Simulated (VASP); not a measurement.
# AlN in VASP: one cell, several levels of theory, part 2 of 2

VASP 6.6.1, plane waves, PAW.

### Step 3. r2SCAN

INCAR reads:

```
ENCUT = 520.000000
SIGMA = 0.010000
EDIFF = 1.00e-07
ALGO = Normal
METAGGA = R2SCAN
PREC = Accurate
IBRION = -1
ISIF = 2
ISMEAR = 0
NBANDS = 16
NELM = 120
NSW = 0
LASPH = .TRUE.
LCHARG = .TRUE.
LELF = .TRUE.
LWAVE = .FALSE.
LREAL = .FALSE.
```

KPOINTS reads:

```
KPOINTS created by Atomic Simulation Environment
0
Gamma
12 12 6
0 0 0
```

KPOINTS_OPT reads:

```
special points
6
Reciprocal
0.0000000000 0.0000000000 0.0000000000 1
0.5000000000 0.0000000000 0.0000000000 1
0.3333333333 0.3333333333 0.0000000000 1
0.0000000000 0.0000000000 0.5000000000 1
0.5000000000 0.0000000000 0.5000000000 1
0.3333333333 0.3333333333 0.5000000000 1
```

POSCAR reads:

```
Al N
 1.0000000000000000
     3.1066937601931870    0.0000000000000000    0.0000000000000000
    -1.5533468800965935    2.6904757181059007    0.0000000000000000
     0.0000000000000000    0.0000000000000000    4.7794478898000001
 Al  N
   2   2
Cartesian
  0.0000000000000001  1.7936504787372674 -0.0378243971323606
  1.5533468800965939  0.8968252393686337  2.3518995477676388
  0.0000000000000001  1.7936504787372674  1.8301173558073607
  1.5533468800965939  0.8968252393686337  4.2198413007073610
```

Started as:

```sh
$ mpirun -np 1 vasp_std
```

Printed to the terminal (iteration lines stand in OSZICAR):

```text
POSCAR found type information on POSCAR AlN
 POSCAR found :  2 types and       4 ions
 -----------------------------------------------------------------------------
|                                                                             |
|                                                                             |
|     You enforced a specific xc type in the INCAR file but a different       |
|     I HOPE YOU KNOW WHAT YOU ARE DOING!                                     |
|                                                                             |
 -----------------------------------------------------------------------------

 LDA part: xc-table for (None), standard interpolation
 POSCAR, INCAR and KPOINTS ok, starting setup
 FFT: planning ... GRIDC
 FFT: planning ... GRID_SOFT
 FFT: planning ... GRID
 WAVECAR not read
 entering main loop
 Start KPOINTS_OPT (optional k-point list driver)
k-point batch [1-6\6]
```

OSZICAR:

```text
N       E                     dE             d eps       ncg     rms          rms(c)
DAV:   1     0.310862302189E+02    0.31086E+02   -0.77050E+03  2448   0.934E+02
DAV:   2    -0.436087784564E+02   -0.74695E+02   -0.68600E+02  3392   0.197E+02
DAV:   3    -0.471004052807E+02   -0.34916E+01   -0.34825E+01  3016   0.435E+01
DAV:   4    -0.471220502879E+02   -0.21645E-01   -0.21644E-01  3000   0.385E+00
DAV:   5    -0.471223442660E+02   -0.29398E-03   -0.29398E-03  3056   0.454E-01    0.129E+01
DAV:   6    -0.380813707982E+02    0.90410E+01   -0.81092E+00  2832   0.206E+01    0.532E+00
DAV:   7    -0.383406212487E+02   -0.25925E+00   -0.13299E+00  3000   0.770E+00    0.344E+00
DAV:   8    -0.383878954448E+02   -0.47274E-01   -0.69680E-02  2480   0.266E+00    0.913E-01
DAV:   9    -0.383791826839E+02    0.87128E-02   -0.19734E-02  3112   0.115E+00    0.208E-01
DAV:  10    -0.383796812327E+02   -0.49855E-03   -0.19046E-03  2904   0.300E-01    0.819E-02
DAV:  11    -0.383796189776E+02    0.62255E-04   -0.77866E-05  3152   0.709E-02    0.297E-02
DAV:  12    -0.383796268775E+02   -0.78999E-05   -0.43108E-06  2784   0.168E-02    0.451E-02
DAV:  13    -0.383796213117E+02    0.55658E-05   -0.22255E-06  2784   0.130E-02    0.121E-02
DAV:  14    -0.383796186164E+02    0.26952E-05   -0.82236E-07  2872   0.705E-03    0.737E-03
DAV:  15    -0.383796181276E+02    0.48882E-06   -0.12347E-08  1384   0.103E-03    0.723E-03
DAV:  16    -0.383796171619E+02    0.96574E-06   -0.61141E-08  1336   0.196E-03    0.224E-03
DAV:  17    -0.383796170945E+02    0.67400E-07   -0.96916E-09  1320   0.103E-03
   1 F= -.38379617E+02 E0= -.38379617E+02  d E =-.426472E-12
       N       E                     dE             ncg
DAV:   1     0.227701582486E+04   -0.22173E+04      192
DAV:   2     0.186205073102E+04   -0.41497E+03      288
DAV:   3     0.184513355854E+04   -0.16917E+02      248
DAV:   4     0.184502394207E+04   -0.10962E+00      216
DAV:   5     0.184502204105E+04   -0.19010E-02      248
DAV:   6     0.184502199364E+04   -0.47410E-04      240
DAV:   7     0.184502199228E+04   -0.13525E-05      240
DAV:   8     0.184502199224E+04   -0.38564E-07      184
```

OUTCAR, selected sections:

```text
k-points           NKPTS =     76   k-points in BZ     NKDIM =     76   number of bands    NBANDS=     16

   NELECT =      16.0000    total number of electrons

   dimension x,y,z NGX =    24 NGY =   24 NGZ =   36
   dimension x,y,z NGXF=    48 NGYF=   48 NGZF=   72

  energy-cutoff  :      520.00
  volume of cell :       39.95
      direct lattice vectors                 reciprocal lattice vectors
     3.106693760  0.000000000  0.000000000     0.321885605  0.185840741  0.000000000
    -1.553346880  2.690475718  0.000000000     0.000000000  0.371681481  0.000000000
     0.000000000  0.000000000  4.779447890     0.000000000  0.000000000  0.209229188

 k-points in reciprocal lattice and weights: KPOINTS created by Atomic Simulation Env
   0.00000000  0.00000000  0.00000000       0.001
   0.08333333 -0.00000000  0.00000000       0.007
   0.16666667  0.00000000  0.00000000       0.007
   0.25000000 -0.00000000  0.00000000       0.007
   0.33333333  0.00000000  0.00000000       0.007
   0.41666667 -0.00000000  0.00000000       0.007
   0.50000000 -0.00000000  0.00000000       0.003
   0.08333333  0.08333333  0.00000000       0.007
[... 68 more k-points ...]

 E-fermi :   6.6494

 k-point     1 :       0.0000    0.0000    0.0000
  band No.  band energies     occupation
      1      -9.9197      2.00000
      2      -7.4800      2.00000
      3       0.2094      2.00000
      4       5.1870      2.00000
      5       5.1870      2.00000
      6       5.9873      2.00000
      7       5.9873      2.00000
      8       6.6088      2.00000
      9      11.6357      0.00000
     10      13.8788      0.00000
     11      18.2593      0.00000
     12      18.2593      0.00000
     13      18.6014      0.00000
     14      20.5860      0.00000
     15      20.5860      0.00000
     16      21.6488      0.00000

 k-point     2 :       0.0833   -0.0000    0.0000
  band No.  band energies     occupation
      1      -9.8291      2.00000
      2      -7.4346      2.00000
      3       0.3163      2.00000
      4       4.7886      2.00000
      5       5.0646      2.00000
      6       5.6054      2.00000
      7       5.9850      2.00000
      8       6.5562      2.00000
      9      12.0450      0.00000
     10      14.2439      0.00000
     11      17.6426      0.00000
     12      18.1278      0.00000
     13      18.5348      0.00000
     14      20.4070      0.00000
     15      20.6849      0.00000
     16      20.8460      0.00000

 k-point     3 :       0.1667    0.0000    0.0000
  band No.  band energies     occupation
      1      -9.5653      2.00000
      2      -7.3126      2.00000
      3       0.6312      2.00000
      4       3.8053      2.00000
      5       4.7608      2.00000
      6       4.7781      2.00000
      7       5.9421      2.00000
      8       6.3787      2.00000
      9      12.9115      0.00000
     10      14.9299      0.00000
     11      16.5964      0.00000
     12      17.2051      0.00000
     13      19.3228      0.00000
     14      19.7326      0.00000
     15      20.1014      0.00000
     16      20.2132      0.00000

 k-point     4 :       0.2500   -0.0000    0.0000
  band No.  band energies     occupation
      1      -9.1548      2.00000
      2      -7.1592      2.00000
      3       1.1348      2.00000
      4       2.6435      2.00000
      5       3.8120      2.00000
      6       4.4508      2.00000
      7       5.8435      2.00000
      8       6.0473      2.00000
      9      13.5495      0.00000
     10      14.8505      0.00000
     11      15.6016      0.00000
     12      17.4361      0.00000
     13      18.9771      0.00000
     14      19.2916      0.00000
     15      20.1141      0.00000
     16      20.5272      0.00000

 k-point     5 :       0.3333    0.0000    0.0000
  band No.  band energies     occupation
      1      -8.6514      2.00000
      2      -7.0493      2.00000
      3       1.6041      2.00000
      4       1.7954      2.00000
      5       2.9600      2.00000
      6       4.1677      2.00000
      7       5.5469      2.00000
      8       5.7257      2.00000
      9      13.3779      0.00000
     10      14.0961      0.00000
     11      15.5108      0.00000
     12      17.8470      0.00000
     13      18.6798      0.00000
     14      19.2252      0.00000
     15      20.1941      0.00000
     16      21.8865      0.00000

 k-point     6 :       0.4167   -0.0000    0.0000
  band No.  band energies     occupation
      1      -8.1595      2.00000
      2      -7.0564      2.00000
      3       0.9165      2.00000
      4       2.3567      2.00000
      5       2.4841      2.00000
      6       3.9799      2.00000
      7       4.9429      2.00000
      8       5.6340      2.00000
      9      13.0000      0.00000
     10      13.4543      0.00000
     11      15.6745      0.00000
     12      17.8941      0.00000
     13      18.3031      0.00000
     14      20.0591      0.00000
     15      20.3769      0.00000
     16      22.9890      0.00000

 k-point     7 :       0.5000   -0.0000    0.0000
  band No.  band energies     occupation
      1      -7.9117      2.00000
      2      -7.1188      2.00000
      3       0.6733      2.00000
      4       2.1374      2.00000
      5       2.8724      2.00000
      6       3.9144      2.00000
      7       4.5817      2.00000
      8       5.5999      2.00000
      9      12.8525      0.00000
     10      13.2276      0.00000
     11      15.7038      0.00000
     12      17.9480      0.00000
     13      18.1764      0.00000
     14      20.4265      0.00000
     15      20.4702      0.00000
     16      23.4019      0.00000

 k-point     8 :       0.0833    0.0833    0.0000
  band No.  band energies     occupation
      1      -9.6518      2.00000
      2      -7.3507      2.00000
      3       0.5273      2.00000
      4       4.2240      2.00000
      5       4.5419      2.00000
      6       5.2688      2.00000
      7       5.8873      2.00000
      8       6.4408      2.00000
      9      12.6839      0.00000
     10      14.8344      0.00000
     11      16.8638      0.00000
     12      17.3146      0.00000
     13      19.1065      0.00000
     14      19.8719      0.00000
     15      20.0353      0.00000
     16      20.8148      0.00000

 k-point     9 :       0.1667    0.0833    0.0000
  band No.  band energies     occupation
      1      -9.3140      2.00000
      2      -7.2121      2.00000
      3       0.9372      2.00000
      4       3.2343      2.00000
      5       3.8033      2.00000
      6       4.8043      2.00000
      7       5.7397      2.00000
      8       6.1885      2.00000
      9      13.5136      0.00000
     10      15.3531      0.00000
     11      15.9006      0.00000
     12      16.6403      0.00000
     13      19.1396      0.00000
     14      19.3453      0.00000
     15      20.1085      0.00000
     16      20.5952      0.00000

 k-point    10 :       0.2500    0.0833    0.0000
  band No.  band energies     occupation
      1      -8.8540      2.00000
      2      -7.0783      2.00000
      3       1.5163      2.00000
      4       2.1439      2.00000
      5       3.1367      2.00000
      6       4.2867      2.00000
      7       5.5847      2.00000
      8       5.7777      2.00000
      9      13.8391      0.00000
     10      14.6023      0.00000
     11      15.4295      0.00000
     12      17.3561      0.00000
     13      18.6197      0.00000
     14      19.0688      0.00000
     15      20.3149      0.00000
     16      21.4693      0.00000

 k-point    11 :       0.3333    0.0833    0.0000
  band No.  band energies     occupation
      1      -8.3453      2.00000
      2      -7.0292      2.00000
      3       1.2710      2.00000
      4       2.2089      2.00000
      5       2.5715      2.00000
      6       3.8933      2.00000
      7       5.2137      2.00000
      8       5.4520      2.00000
      9      13.5357      0.00000
     10      13.6865      0.00000
     11      15.7166      0.00000
     12      17.7140      0.00000
     13      18.3732      0.00000
     14      19.6474      0.00000
     15      20.3128      0.00000
     16      22.5175      0.00000

 k-point    12 :       0.4167    0.0833    0.0000
  band No.  band energies     occupation
      1      -7.9371      2.00000
      2      -7.0948      2.00000
      3       0.7959      2.00000
      4       2.2365      2.00000
      5       2.8234      2.00000
      6       3.6898      2.00000
      7       4.6632      2.00000
      8       5.3705      2.00000
      9      13.2033      0.00000
     10      13.2822      0.00000
     11      15.8486      0.00000
     12      17.8408      0.00000
     13      18.2431      0.00000
     14      20.3465      0.00000
     15      20.4029      0.00000
     16      23.0800      0.00000

[... the tables of k-points 13 to 76 left out ...]

  Total        1.2038627      1.2038627      3.6529405      0.0000000      0.0000000      0.0000000
  in kB       48.2816693     48.2816693    146.5034774      0.0000000      0.0000000      0.0000000
  external PRESSURE =      81.0222720 kB  Pullay stress =       0.0000000 kB

 POSITION                                       TOTAL-FORCE (eV/Angst)
 -----------------------------------------------------------------------------------
      0.00000      1.79365      4.74162        -0.000000      0.000000      0.000110
      1.55335      0.89683      2.35190         0.000000     -0.000000      0.000110
      0.00000      1.79365      1.83012         0.000000     -0.000000     -0.000110
      1.55335      0.89683      4.21984         0.000000     -0.000000     -0.000110
 -----------------------------------------------------------------------------------
    total drift:                                0.000000      0.000000      0.010613

  FREE ENERGIE OF THE ION-ELECTRON SYSTEM (eV)
  ---------------------------------------------------
  free  energy   TOTEN  =       -38.3796170945 eV

  energy  without entropy=      -38.3796170945  energy(sigma->0) =      -38.37961709
```

Wall time 1.8 min (1 MPI rank of Intel Xeon Platinum 8488C, shared host); peak memory 0.2 GiB.

The levels at the points of KPOINTS_OPT are read from vasprun.xml.

Levels at the named points, in eV from the top of band v (v: the last filled band by count, c: the next):

```tsv
point	v−1	v	c	c+1
Γ	-0.62	0.00	5.03	7.27
M	-2.03	-1.01	6.24	6.62
K	-2.72	-2.72	5.69	8.92
A	-1.03	-1.03	7.24	7.24
L	-1.53	-1.53	6.02	6.02
H	-0.89	-0.89	8.23	8.23
```

Gap with r2SCAN: 5.03 eV, direct (Γ). Pressure: 8.10 GPa; the forces vanish within 0.01 eV/Å.

Density in a lattice plane of the grid's cell (edges 3.11 and 4.78 Å, at 0.333 of the third edge), which holds Al and N.

Ten even steps from ' ' (0.01 e/Å³) to '@' (3.73 e/Å³):
```
..          ..::==**%%%%##++--..
..          ..--++%%@@@@@@**--::
..          ..::++%%@@@@%%**--..
            ..::--++####**==::..
              ..::--====--::..  
                ....::::....    
                    ......      
                                
                                
                                
............                    
..............                  
............                    
    ......                      
                                
                                
                                
                                
                ....::::......  
            ....::--======::....
```
Columns run along the first of these edges and rows up along the second, over one cell in 16 and 20 even steps from the bottom left corner. Atoms in the plane (fractional): Al at (0.67, 0.49), N at (0.67, 0.88).

ELF in the same plane.

Values, 12 rows by 8 columns:
```
0.75 0.19 0.37 0.82 0.81 0.32 0.53 0.85
0.66 0.17 0.31 0.75 0.80 0.45 0.60 0.81
0.44 0.09 0.16 0.58 0.81 0.87 0.86 0.76
0.15 0.07 0.08 0.23 0.64 0.83 0.80 0.50
0.23 0.35 0.32 0.18 0.07 0.17 0.11 0.09
0.66 0.69 0.69 0.57 0.13 0.01 0.01 0.25
0.75 0.75 0.75 0.70 0.29 0.01 0.02 0.48
0.66 0.69 0.69 0.61 0.31 0.06 0.08 0.43
0.44 0.57 0.54 0.36 0.15 0.08 0.08 0.20
0.15 0.28 0.25 0.13 0.11 0.15 0.13 0.10
0.23 0.09 0.11 0.32 0.56 0.65 0.63 0.50
0.66 0.13 0.27 0.75 0.83 0.80 0.81 0.82
```
Columns run along the first of these edges and rows up along the second, over one cell in 8 and 12 even steps from the bottom left corner. Atoms in the plane (fractional): Al at (0.67, 0.49), N at (0.67, 0.88).

Both are smooth fields of the valence electrons: close to the nuclei they are not physical.

Maxima of ELF outside the ion cores: 0.89 on the N–Al line, 0.8 Å from N.

### Step 4. Results

What follows sums up all 2 parts.

| level | gap (eV) | pressure (GPa) |
| --- | --- | --- |
| PBE | 4.35 | 12.94 |
| r2SCAN | 5.03 | 8.10 |

**Reading.** The gap spans 4.35 eV (PBE) to 5.03 eV (r2SCAN). At this one volume the pressure spans 8.1 GPa (r2SCAN) to 12.9 GPa (PBE): PBE wants the largest cell and r2SCAN the smallest.
